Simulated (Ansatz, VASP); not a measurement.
Two plane-wave programs on PbS

```
Pb S
1.0
     2.23027    1.28765    3.09746
    -2.23027    1.28765    3.09746
     0.00000   -2.57529    3.09746
Pb S
1 1
Direct
  0.98057 0.98057 0.98057
  0.47504 0.47504 0.47504
```

Alike in both runs: task single point; functional PBEsol; k mesh 12 × 12 × 12; occupations gaussian, width 0.03 eV; no spin polarisation.

|  | VASP | Ansatz |
| --- | --- | --- |
| version | VASP 6.6.1 | Ansatz 0.2.0 |
| potentials or method | VASP PAW PBE potentials, release 64 (Pb_d, S) | scalar-relativistic, plane waves, PAW |
| plane-wave cutoff (eV) | 520 | 420 |
| valence electrons in the cell | 20 | 20 |

```tsv
	VASP	Ansatz	Ansatz less VASP
gap on the k mesh at the Fermi level (eV)	none	none	-
pressure (GPa)	-2.7	-2.6	+0.05
largest component of the traceless stress (GPa)	3.30	3.30	0.000
rms of the force components (eV/Å)	0.020	0.020	-0.0003
```

Atom by atom the forces differ by 0.000 eV/Å (rms over components). A gap of «none» marks a metal or a gap that the smearing closes.

Caveats: the PAW data sets were made with another functional, which shifts forces and pressure a little (VASP). The runs have no spin-orbit coupling, so splittings on Pb are missing.
